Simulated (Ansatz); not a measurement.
Data:

GeO2:
```
CELL_PARAMETERS angstrom
      4.89025     0.00000     0.00000
     -2.44513     4.23508     0.00000
      0.00000     0.00000     5.61413
ATOMIC_POSITIONS crystal
  Ge 0.44591 0.00000 0.33333
  Ge 0.00000 0.44591 0.66667
  Ge 0.55409 0.55409 0.00000
  O  0.39140 0.31121 0.24860
  O  0.68879 0.08019 0.58194
  O  0.91981 0.60860 0.91527
  O  0.31121 0.39140 0.75140
  O  0.08019 0.68879 0.41806
  O  0.60860 0.91981 0.08473
```

This is the LDA-relaxed structure. Tensor components refer to the Cartesian frame of this cell.

Task: All from LDA (plane waves, PAW; program Ansatz), unless another level is named. Estimate the bulk modulus (Birch–Murnaghan fit).

Result: 39.0 GPa.

Task: Predict the highest zone-centre frequency (without LO–TO term).

Result: 919 cm⁻¹.

Task: Next, the zero-point energy?

Result: 78.5 meV/atom.

Task: Predict the elastic constants (relaxed ions, GPa).

Result: C11 = 56.6, C12 = 25.8, C13 = 25.2, C14 = 1.5, C33 = 113, C44 = 28.7.

Space group P3_121. Symmetry was held in the LDA relaxation; phonons on a q-mesh show no instability.

Potentials: the later of the program's two PAW sets.
